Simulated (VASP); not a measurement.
# Nb3Sn (Pm-3n) in VASP: settings compared

One crystal, Nb3Sn, is run at these levels: PBE, r2SCAN+rVV10; tasks: single point, relaxation of cell and atoms, electrostatic potential.

All numbers are computed with VASP 6.6.1; they aren't measurements. Logs are shortened: lines on timing, memory, paths and dates and some standing lists are left out, and cuts for length are marked.

### 1 Starting point

Symmetry: Pm-3n, No. 223, cubic system. Conventional cell: a = 5.282 Å, b = 5.282 Å, c = 5.282 Å, α = 90.00°, β = 90.00°, γ = 90.00°. Sn (site symmetry m-3) has 12 Nb at 2.95 Å as nearest neighbours. Nb (site symmetry -4m2) has 2 Nb at 2.64 Å and 4 Sn at 2.95 Å as nearest neighbours.

### 2 Single point, PBE

Contents of INCAR:

```
PREC     = Accurate       # precision mode
ENCUT    = 520            # plane-wave cutoff, eV
EDIFF    = 1E-6           # SCF threshold, eV
ISMEAR   = 0              # smearing method
SIGMA    = 0.02           # smearing width, eV
LREAL    = F              # projectors in reciprocal space
LASPH    = T              # aspherical terms in the spheres
NELM     = 100            # most SCF steps
ALGO     = Normal         # electronic algorithm
ISIF     = 2              # what is computed and relaxed
LWAVE    = F              # write WAVECAR
LCHARG   = F              # write CHGCAR
GGA      = PE             # functional
```

Contents of KPOINTS:

```
Automatic mesh
0
Gamma
  5 5 5
```

Contents of POSCAR:

```
Nb3Sn
5.2821
    1.000000000000      0.000000000000      0.000000000000
    0.000000000000      1.000000000000      0.000000000000
    0.000000000000      0.000000000000      1.000000000000
Sn Nb
2 6
Direct
    0.5000000000      0.5000000000      0.5000000000
    0.0000000000      0.0000000000      0.0000000000
    0.0000000000      0.5000000000      0.2500000000
    0.0000000000      0.5000000000      0.7500000000
    0.5000000000      0.2500000000      0.0000000000
    0.7500000000      0.0000000000      0.5000000000
    0.5000000000      0.7500000000      0.0000000000
    0.2500000000      0.0000000000      0.5000000000
```

Potentials or basis: VASP PAW PBE potentials, release 64 (Sn_d, Nb_pv).

Command:

```bash
cat potpaw_PBE.64/Sn_d/POTCAR potpaw_PBE.64/Nb_pv/POTCAR > POTCAR
mpirun -np 1 vasp_std > vasp.out
```

OUTCAR:

```text
PREC = Accurate
   ENCUT = 520
   EDIFF = 1E-6
   ISMEAR = 0
   LREAL = F
   LASPH = T
   NELM = 100
   ISIF = 2
   GGA = PE

 ion  position               nearest neighbor table
   1  0.500  0.500  0.500-   3 2.95   4 2.95   5 2.95   6 2.95   7 2.95   8 2.95   5 2.95   7 2.95
                             6 2.95   8 2.95   3 2.95   4 2.95
   2  0.000  0.000  0.000-   3 2.95   4 2.95   5 2.95   6 2.95   7 2.95   8 2.95   6 2.95   8 2.95
                             3 2.95   4 2.95   5 2.95   7 2.95
   3  0.000  0.500  0.250-   4 2.64   4 2.64   1 2.95   2 2.95   2 2.95   1 2.95   8 3.23   5 3.23
                             6 3.23   6 3.23   8 3.23   7 3.23   5 3.23   7 3.23
   4  0.000  0.500  0.750-   3 2.64   3 2.64   1 2.95   2 2.95   2 2.95   1 2.95   8 3.23   5 3.23
                             6 3.23   6 3.23   8 3.23   7 3.23   5 3.23   7 3.23
   5  0.500  0.250  0.000-   7 2.64   7 2.64   1 2.95   1 2.95   2 2.95   2 2.95   6 3.23   8 3.23
                             8 3.23   6 3.23   3 3.23   4 3.23   3 3.23   4 3.23
   6  0.750  0.000  0.500-   8 2.64   8 2.64   1 2.95   2 2.95   1 2.95   2 2.95   5 3.23   7 3.23
                             5 3.23   7 3.23   3 3.23   3 3.23   4 3.23   4 3.23
   7  0.500  0.750  0.000-   5 2.64   5 2.64   1 2.95   1 2.95   2 2.95   2 2.95   6 3.23   8 3.23
                             8 3.23   6 3.23   3 3.23   4 3.23   3 3.23   4 3.23
   8  0.250  0.000  0.500-   6 2.64   6 2.64   1 2.95   2 2.95   1 2.95   2 2.95   5 3.23   7 3.23
                             7 3.23   5 3.23   3 3.23   3 3.23   4 3.23   4 3.23

  LATTYP: Found a simple cubic cell.
 ALAT       =     5.2821000000

  Lattice vectors:

 A1 = (   5.2821000000,   0.0000000000,   0.0000000000)
 A2 = (   0.0000000000,   5.2821000000,   0.0000000000)
 A3 = (   0.0000000000,   0.0000000000,   5.2821000000)

Analysis of symmetry for initial positions (statically):
=====================================================================
 Subroutine PRICEL returns:
 Original cell was already a primitive cell.

 Routine SETGRP: Setting up the symmetry group for a
 simple cubic supercell.

 Subroutine GETGRP returns: Found 48 space group operations
 (whereof 24 operations were pure point group operations)
 out of a pool of 48 trial point group operations.

The static configuration has the point symmetry T_h .
 The point group associated with its full space group is O_h .

Analysis of symmetry for dynamics (positions and initial velocities):
=====================================================================
 Subroutine PRICEL returns:
 Original cell was already a primitive cell.

 Routine SETGRP: Setting up the symmetry group for a
 simple cubic supercell.

 Subroutine GETGRP returns: Found 48 space group operations
[... 113 lines left out ...]
   NUPDOWN=      -1.0000    fix difference up-down
   EMIN   =  10.00;   EMAX   =-10.00  energy-range for DOS
   EFERMI =   0.00;   METHOD = LEGACY
   ISMEAR =     0;   SIGMA  =   0.02  broadening in eV -4-tet -1-fermi 0-gaus
   EFERMI_NEDOS =   21; number of points for ismear=-14 and -15
   IALGO  =     38    algorithm
   IMIX   =      4    mixing-type and parameters
     AMIX     =   0.40;   BMIX     =  1.00
     AMIX_MAG =   1.60;   BMIX_MAG =  1.00
  volume/ion in A,a.u.               =      18.42       124.32
  Fermi-wavevector in a.u.,A,eV,Ry     =   1.409216  2.663032 27.019662  1.985889
  Thomas-Fermi vector in A             =   2.531294
   LORBIT       =      0    0 simple, 1 ext, 2 COOP (PROOUT), +10 PAW based schemes
   GGA     = PE    functional components
   LHFCALC =     F    Hartree Fock is set to
   AEXX    =    0.0000 exact exchange contribution
   IVDW    =     0    specifies the selected vdW correction
   LEPSILON=     F    determine dielectric tensor
   LRPA    =     F    only Hartree local field effects (RPA)
 non-spin polarized calculation
 Gauss-broadening in eV      SIGMA  =   0.02
  energy-cutoff  :      520.00
  volume of cell :      147.37
 maximum number of plane-waves:      3984
 NGX is ok and might be reduce to    40

 number of electron      94.0000026 magnetization

 Free energy of the ion-electron system (eV)
  ---------------------------------------------------
  ext. energy  EPLUGINS =         0.00000000
  ---------------------------------------------------
  free energy    TOTEN  =       -69.52670610 eV

  energy without entropy =      -69.52293211  energy(sigma->0) =      -69.52481911

 E-fermi :   6.8462     XC(G=0): -12.3161

 val. band max:        6.8360287838   @ k =   0.2000   0.2000   0.0000
 cond. band min:       6.8608209054   @ k =   0.4000   0.4000   0.4000
 fundamental gap:      0.0247921216
 Fermi energy:         6.8462166574

 k-point     1 :       0.0000    0.0000    0.0000
  band No.  band energies     occupation
      1     -24.6277      2.00000
      2     -24.6277      2.00000
      3     -24.4786      2.00000
      4     -23.9152      2.00000
      5     -23.9152      2.00000
      6     -23.9152      2.00000
[... 579 lines left out ...]
     55       9.3425      0.00000
     56       9.4842      0.00000

------------------------ aborting loop because EDIFF is reached ----------------------------------------

  FORCE on cell =-STRESS in cart. coord.  units (eV):
  Direction    XX          YY          ZZ          XY          YZ          ZX
  --------------------------------------------------------------------------------------
  -------------------------------------------------------------------------------------
  Total        4.5725317      4.5725317      4.5725317     -0.0000000     -0.0000000      0.0000000
  in kB       49.7104216     49.7104216     49.7104216     -0.0000000     -0.0000000      0.0000000
  external PRESSURE =      49.7104216 kB  Pullay stress =       0.0000000 kB

 VOLUME and BASIS-vectors are now :
 -----------------------------------------------------------------------------
  energy-cutoff  :      520.00
  volume of cell :      147.37
      direct lattice vectors                 reciprocal lattice vectors
     5.282100000  0.000000000  0.000000000     0.189318642  0.000000000  0.000000000
     0.000000000  5.282100000  0.000000000     0.000000000  0.189318642  0.000000000
     0.000000000  0.000000000  5.282100000     0.000000000  0.000000000  0.189318642

 POSITION                                       TOTAL-FORCE (eV/Angst)
 -----------------------------------------------------------------------------------
      2.64105      2.64105      2.64105        -0.000000      0.000000     -0.000000
      0.00000      0.00000      0.00000        -0.000000      0.000000     -0.000000
      0.00000      2.64105      1.32052        -0.000000      0.000000     -0.000000
      0.00000      2.64105      3.96157         0.000000      0.000000     -0.000000
      2.64105      1.32052      0.00000        -0.000000     -0.000000     -0.000000
      3.96157      0.00000      2.64105         0.000000      0.000000     -0.000000
      2.64105      3.96157      0.00000         0.000000      0.000000     -0.000000
      1.32052      0.00000      2.64105        -0.000000     -0.000000      0.000000
 -----------------------------------------------------------------------------------
    total drift:                               -0.000000     -0.000000     -0.000000

  FREE ENERGIE OF THE ION-ELECTRON SYSTEM (eV)
  ---------------------------------------------------
  free  energy   TOTEN  =       -69.5267060973 eV

  energy  without entropy=      -69.5229321130  energy(sigma->0) =      -69.52481911
```

stdout:

```text
POSCAR found type information on POSCAR SnNb
 POSCAR found :  2 types and       8 ions
 scaLAPACK will be used
 LDA part: xc-table for (Slater+PW92), standard interpolation
 POSCAR, INCAR and KPOINTS ok, starting setup
 FFT: planning ... GRIDC
 FFT: planning ... GRID_SOFT
 FFT: planning ... GRID
 WAVECAR not read
 entering main loop
```

Run time: 37 s. Hardware: 1 thread of Intel Xeon 6975P-C (Granite Rapids), shared host; peak memory 0.26 GiB.

Results:

| Property | Result |
| --- | --- |
| Free energy | -69.5267 eV |
| Pressure | 5.0 GPa |
| Band gap on the k mesh | none (metal or under the smearing width) |

### 3 Single point, PBE

Contents of run.py:

```python
from ase.calculators.vasp import Vasp
from ase.dft.bandgap import bandgap
from ase.spacegroup import crystal

atoms = crystal(
    ['Sn', 'Nb'],
    basis=[[0.5, 0.5, 0.5], [0.0, 0.5, 0.25]],
    spacegroup=223,
    setting=1,
    cellpar=[5.2821, 5.2821, 5.2821, 90.0, 90.0, 90.0],
    primitive_cell=True,
)
calc = Vasp(
    directory='calc',
    xc='pbe',
    pp='PBE',
    setups='materialsproject',
    prec='Accurate',
    encut=520,
    ediff=1e-06,
    ismear=0,
    sigma=0.02,
    lreal=False,
    lasph=True,
    nelm=60,
    algo='Normal',
    isif=2,
    lwave=False,
    lcharg=False,
    kpts=[5, 5, 5],
    gamma=True,
)
atoms.calc = calc

print('energy (eV):', atoms.get_potential_energy())
print('free energy (eV):', atoms.get_potential_energy(force_consistent=True))
print('forces (eV/A):')
print(atoms.get_forces())
print('stress (eV/A^3, Voigt):', atoms.get_stress())
print('Fermi level (eV):', calc.get_fermi_level())
gap, top, bottom = bandgap(calc)
print('band gap (eV):', gap, 'from (spin, k, band)', top, 'to', bottom)
```

Potentials or basis: VASP PAW PBE potentials, release 64 (Sn_d, Nb_pv).

Command:

```bash
python run.py
```

Output:

```text
energy (eV): -69.52481911
free energy (eV): -69.5267061
forces (eV/A):
[[-0.  0.  0.]
 [-0.  0.  0.]
 [ 0. -0.  0.]
 [-0. -0. -0.]
 [-0.  0.  0.]
 [ 0. -0. -0.]
 [ 0.  0. -0.]
 [-0. -0. -0.]]
stress (eV/A^3, Voigt): [-0.0310268 -0.0310268 -0.0310268 -0.        -0.        -0.       ]
Fermi level (eV): 6.84621666
band gap (eV): 0.0 from (spin, k, band) (None, None, None) to (None, None, None)
```

OUTCAR:

```text
ENCUT = 520.000000
   EDIFF = 1.00e-06
   GGA = PE
   PREC = Accurate
   ISIF = 2
   ISMEAR = 0
   NELM = 60
[... 828 lines left out ...]
      3.96157      0.00000      2.64105         0.000000     -0.000000     -0.000000
      2.64105      1.32052      0.00000         0.000000      0.000000     -0.000000
      2.64105      3.96157      0.00000        -0.000000     -0.000000     -0.000000
 -----------------------------------------------------------------------------------
    total drift:                               -0.000000     -0.000000     -0.000000

  FREE ENERGIE OF THE ION-ELECTRON SYSTEM (eV)
  ---------------------------------------------------
  free  energy   TOTEN  =       -69.5267060981 eV

  energy  without entropy=      -69.5229321138  energy(sigma->0) =      -69.52481911
```

INCAR:

```text
ENCUT = 520.000000
SIGMA = 0.020000
EDIFF = 1.00e-06
ALGO = Normal
GGA = PE
PREC = Accurate
ISIF = 2
ISMEAR = 0
NELM = 60
LASPH = .TRUE.
LCHARG = .FALSE.
LWAVE = .FALSE.
LREAL = .FALSE.
```

Run time: 37 s. Hardware: 1 thread of Intel Xeon 6975P-C (Granite Rapids), shared host; peak memory 0.27 GiB.

What came out:

| Property | Result |
| --- | --- |
| Free energy | -69.5267 eV |
| Pressure | 5.0 GPa |
| Band gap on the k mesh | none (metal or under the smearing width) |

### 4 Relaxation of cell and atoms, PBE

Contents of INCAR:

```
PREC = Accurate ; ENCUT = 600
EDIFF = 1E-6 ; ISMEAR = 0
SIGMA = 0.1 ; LREAL = F
LASPH = T ; NELM = 60
ALGO = Normal ; ISIF = 3
LWAVE = F ; LCHARG = F
GGA = PE ; IBRION = 2
NSW = 40 ; EDIFFG = -0.02
```

KPOINTS is that of step 2.

POSCAR is that of step 2.

Potentials or basis: VASP PAW PBE potentials, release 54 (Sn_d, Nb_sv).

Command:

```bash
cat potpaw_PBE.54/Sn_d/POTCAR potpaw_PBE.54/Nb_sv/POTCAR > POTCAR
mpirun -np 1 vasp_std > vasp.out
```

Run time: 2.5 min. Hardware: 1 thread of Intel Xeon 6975P-C (Granite Rapids), shared host; peak memory 0.31 GiB.

The run converged. Its results:

* Free energy: -70.3639 eV
* Relaxed volume: 18.80 Å³/atom
* Relaxed cell: a = 5.318 Å, b = 5.318 Å, c = 5.318 Å, α = 90.00°, β = 90.00°, γ = 90.00°
* Space group after relaxing (to 0.05 Å): Pm-3n (No. 223)
* Energy gained by relaxing: 3.9 meV/atom
* Ionic steps: 3
* Pressure after relaxing: 0.0 GPa
* Band gap on the k mesh: none (metal or under the smearing width)

The path:
```csv
step,energy change (eV),largest force (eV/Å),pressure (GPa),volume (Å³)
1,0.0000,0.0000,3.40,147.37
2,0.0649,0.0000,-5.43,155.87
3,-0.0311,0.0000,-0.03,150.40
```

Final structure:
```
Sn Nb
1.0
     5.31799    0.00000    0.00000
     0.00000    5.31799    0.00000
     0.00000    0.00000    5.31799
Sn Nb
2 6
Direct
  0.50000 0.50000 0.50000
  0.00000 0.00000 0.00000
  0.00000 0.50000 0.25000
  0.00000 0.50000 0.75000
  0.50000 0.25000 0.00000
  0.75000 0.00000 0.50000
  0.50000 0.75000 0.00000
  0.25000 0.00000 0.50000
```

Levels at points of the mesh, in eV from the Fermi level:
```
           k point  band 51  band 52  band 53  band 54  band 55  band 56
(0.00, 0.00, 0.00)    -0.51    -0.51    -0.03    -0.03     2.36     2.36
```

PBE usually gives volumes a little too large and moduli too small. Zero-point motion and thermal expansion aren't in these numbers.

### 5 Electrostatic potential, r2SCAN+rVV10

Contents of INCAR:

```
SYSTEM = Nb3Sn
ALGO     = Normal         ! electronic algorithm
BPARAM   = 11.95        
CPARAM   = 0.0093       
EDIFF    = 1E-6           ! SCF threshold, eV
ENCUT    = 550            ! plane-wave cutoff, eV
ISIF     = 2              ! what is computed and relaxed
ISMEAR   = 0              ! smearing method
IVDW_NL  = 2            
LASPH    = .True.         ! aspherical terms in the spheres
LCHARG   = .True.         ! write CHGCAR
LMIXTAU  = .True.       
LREAL    = .False.        ! projectors in reciprocal space
LUSE_VDW = .True.       
LVHAR    = .True.       
LWAVE    = .False.        ! write WAVECAR
METAGGA  = R2SCAN         ! meta-GGA
NELM     = 60             ! most SCF steps
PREC     = Accurate       ! precision mode
SIGMA    = 0.1            ! smearing width, eV
```

Contents of Nb3Sn.cif:

```cif
data_Nb3Sn
_cell_length_a 5.28210000
_cell_length_b 5.28210000
_cell_length_c 5.28210000
_cell_angle_alpha 90.00000000
_cell_angle_beta 90.00000000
_cell_angle_gamma 90.00000000
_space_group_name_H-M_alt 'Pm-3n'
_space_group_name_Hall '-P 4n 2 3'
_space_group_IT_number 223
loop_
_space_group_symop_operation_xyz
'x,y,z'
'-x,-y,-z'
'-y+1/2,x+1/2,z+1/2'
'y+1/2,-x+1/2,-z+1/2'
'-x,-y,z'
'x,y,-z'
'y+1/2,-x+1/2,z+1/2'
'-y+1/2,x+1/2,-z+1/2'
'x,-y,-z'
'-x,y,z'
'-y+1/2,-x+1/2,-z+1/2'
'y+1/2,x+1/2,z+1/2'
'-x,y,-z'
'x,-y,z'
'y+1/2,x+1/2,-z+1/2'
'-y+1/2,-x+1/2,z+1/2'
'z,x,y'
'-z,-x,-y'
'z+1/2,-y+1/2,x+1/2'
'-z+1/2,y+1/2,-x+1/2'
'z,-x,-y'
'-z,x,y'
'z+1/2,y+1/2,-x+1/2'
'-z+1/2,-y+1/2,x+1/2'
'-z,x,-y'
'z,-x,y'
'-z+1/2,-y+1/2,-x+1/2'
'z+1/2,y+1/2,x+1/2'
'-z,-x,y'
'z,x,-y'
'-z+1/2,y+1/2,x+1/2'
'z+1/2,-y+1/2,-x+1/2'
'y,z,x'
'-y,-z,-x'
'x+1/2,z+1/2,-y+1/2'
'-x+1/2,-z+1/2,y+1/2'
'-y,z,-x'
'y,-z,x'
'-x+1/2,z+1/2,y+1/2'
'x+1/2,-z+1/2,-y+1/2'
'-y,-z,x'
'y,z,-x'
'-x+1/2,-z+1/2,-y+1/2'
'x+1/2,z+1/2,y+1/2'
'y,-z,-x'
'-y,z,x'
'x+1/2,-z+1/2,y+1/2'
'-x+1/2,z+1/2,-y+1/2'
loop_
_atom_site_label
_atom_site_type_symbol
_atom_site_symmetry_multiplicity
_atom_site_Wyckoff_symbol
_atom_site_fract_x
_atom_site_fract_y
_atom_site_fract_z
_atom_site_occupancy
Sn1 Sn 2 a 0.5000000000 0.5000000000 0.5000000000 1
Nb1 Nb 6 c 0.0000000000 0.5000000000 0.2500000000 1
```

Contents of KPOINTS:

```
k-points
0
Gamma
  5 5 5
  0 0 0
```

Contents of POSCAR:

```
Sn Nb
 1.0000000000000000
     5.2820999999999998    0.0000000000000000    0.0000000000000000
     0.0000000000000000    5.2820999999999998    0.0000000000000000
     0.0000000000000000    0.0000000000000000    5.2820999999999998
 Sn  Nb 
   2   6
Cartesian
  2.6410499999999999  2.6410499999999999  2.6410499999999999
  0.0000000000000000  0.0000000000000000  0.0000000000000000
  0.0000000000000000  2.6410499999999999  1.3205249999999999
  0.0000000000000000  2.6410499999999999  3.9615749999999998
  1.3205249999999999  0.0000000000000000  2.6410499999999999
  3.9615749999999998  0.0000000000000000  2.6410499999999999
  2.6410499999999999  1.3205249999999999  0.0000000000000000
  2.6410499999999999  3.9615749999999998  0.0000000000000000
```

Potentials or basis: VASP PAW PBE potentials, release 64 (Sn_d_GW, Nb_sv_GW).

Command:

```bash
ase convert -i cif -o vasp Nb3Sn.cif POSCAR
cat potpaw_PBE.64/Sn_d_GW/POTCAR potpaw_PBE.64/Nb_sv_GW/POTCAR > POTCAR
mpirun -np 1 vasp_std > vasp.out
```

It took 6.8 min on 1 thread of Intel Xeon 6975P-C (Granite Rapids), shared host; peak memory 0.57 GiB.

It converged, with:

```yaml
Free_energy: -206.1380 eV
Pressure: -0.1 GPa
Band_gap_on_the_k_mesh: none (metal or under the smearing width)
```

Levels at points of the mesh, in eV from the Fermi level:
| k point | band 49 | band 50 | band 51 | band 52 | band 53 | band 54 | band 55 | band 56 | band 57 | band 58 |
| --- | --- | --- | --- | --- | --- | --- | --- | --- | --- | --- |
| (0.00, 0.00, 0.00) | -1.47 | -0.61 | -0.61 | -0.61 | -0.01 | -0.01 | 2.67 | 2.67 | 2.67 | 2.79 |

Caveat: the PAW data sets were made with another functional, which shifts forces and pressure a little.

### 6 Summary

```csv
task,level,potentials or basis,cell,cutoff (eV),smearing,other keys,gap on the mesh (eV),pressure (GPa)
single point,PBE,"VASP PAW PBE potentials, release 64 (Sn_d, Nb_pv)",as given,520,gaussian 0.02 eV,-,none,5.0
relaxation of cell and atoms,PBE,"VASP PAW PBE potentials, release 54 (Sn_d, Nb_sv)",relaxed,600,gaussian 0.1 eV,ISMEAR = 0; SIGMA = 0.1,none,0.0
electrostatic potential,r2SCAN+rVV10,"VASP PAW PBE potentials, release 64 (Sn_d_GW, Nb_sv_GW)",as given,550,gaussian 0.1 eV,-,none,-0.1
```

Alike in all rows: no spin polarisation; k mesh 5 × 5 × 5.

Caveats: the PAW data sets were made with another functional, which shifts forces and pressure a little (some runs).

Absolute energies hang on the potentials; compare differences alone.
